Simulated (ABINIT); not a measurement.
The system is La2O3.

```xyz
5
Lattice="3.9308 0.0000 0.0000 -1.9654 3.4042 0.0000 0.0000 0.0000 6.1120" Properties=species:S:1:pos:R:3 pbc="T T T"
La    0.0000    2.2694    1.5050
La    1.9654    1.1347    4.6070
O     0.0000    0.0000    0.0000
O     0.0000    2.2694    3.9477
O     1.9654    1.1347    2.1643
```

The cell is a database's computed one.

Base run:

- Program: ABINIT 10.8.3 (patched build)
- Functional: PBEsol
- Potentials or basis: JTH PAW PBE v2.0
- Cutoff: 626 eV
- k mesh: 8 × 8 × 5
- Occupations: fermi-dirac, width 0.05 eV
- Spin: no spin polarisation

Its results: band gap on the k mesh 3.82 eV, indirect (least direct gap 3.97 eV); pressure -2.1 GPa; largest force 0.016 eV/Å.

Q: The run is repeated on the same cell with these changes: functional from PBEsol to LDA; potentials or basis from JTH PAW PBE v2.0 to JTH PAW LDA v2.0. What comes out?

A: Band gap on the k mesh 3.78 eV, indirect (least direct gap 3.92 eV); pressure -5.5 GPa; largest force 0.092 eV/Å.

Caveats: spin-orbit coupling is left out, which moves the levels of the heavy elements; the PAW data sets were made with another functional, which shifts forces and pressure a little (some runs).

A k mesh can miss the band edges.
